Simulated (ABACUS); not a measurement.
Wanted: the native input for an ABACUS 3.10.1 run.

* Task: single point
* Functional: PBEsol
* Potentials or basis: PseudoDojo NC SR 0.4.1 PBEsol standard
* Cutoff: 1143 eV
* Density cutoff: 4572 eV
* Basis: plane waves
* k mesh: 11 × 11 × 11
* Occupations: fermi-dirac, width 0.05 eV
* Spin: no spin polarisation
* Radial cutoff of the potentials (pseudo_rcut): 7 bohr
* SCF threshold on the density: 1e-08
* Max SCF steps: 100
* Eigensolver: dav
* Mixing: broyden
* Mixing share: 0.7
* Symmetry key: 1

The system is TiC.

```
Ti C
1.0
     0.00000    2.16572    2.16572
     2.16572    0.00000    2.16572
     2.16572    2.16572    0.00000
Ti C
1 1
Direct
  0.98208 0.02153 0.99282
  0.48439 0.50743 0.51417
```

The cell is a database's computed one.

The cell isn't the ideal one: atoms moved at random, drawn with an rms of 0.05 Å.

The input as run:

INPUT

```
INPUT_PARAMETERS
suffix              TiC
calculation         scf
basis_type          pw
pseudo_dir          ./
symmetry            1
dft_functional      pbesol
ecutwfc             84
pseudo_rcut         7
nspin               1
nbands              12
ks_solver           dav
smearing_method     fd
smearing_sigma      0.00367493
scf_thr             1e-08
scf_nmax            100
mixing_type         broyden
mixing_beta         0.7
cal_force           1
cal_stress          1
kpar                4
```

STRU

```
ATOMIC_SPECIES
Ti 47.8670 Ti.upf
C 12.0110 C.upf

LATTICE_CONSTANT
1.8897261246

LATTICE_VECTORS
0.0000000000 2.1657188437 2.1657188437
2.1657188437 0.0000000000 2.1657188437
2.1657188437 2.1657188437 0.0000000000

ATOMIC_POSITIONS
Direct

Ti
0.0
1
-0.0179180000 0.0215340000 -0.0071780000 1 1 1

C
0.0
1
0.4843900000 0.5074340000 0.5141740000 1 1 1
```

KPT

```
K_POINTS
0
Gamma
11 11 11 0 0 0
```

Potentials or basis: PseudoDojo NC SR 0.4.1 PBEsol standard, plane waves.

Launch:

```sh
$ OMP_NUM_THREADS=1 mpirun -np 4 abacus > log
```

Results of the run:

| Item | Value |
| --- | --- |
| Pressure | -6.1 GPa |
| Largest force | 0.553 eV/Å |
| Band gap on the k mesh | none (metal or under the smearing width) |

It took 65 s on 4 MPI ranks on Intel(R) Xeon(R) 6975P-C (Granite Rapids), on a shared host, peak memory 0.52 GiB a rank.
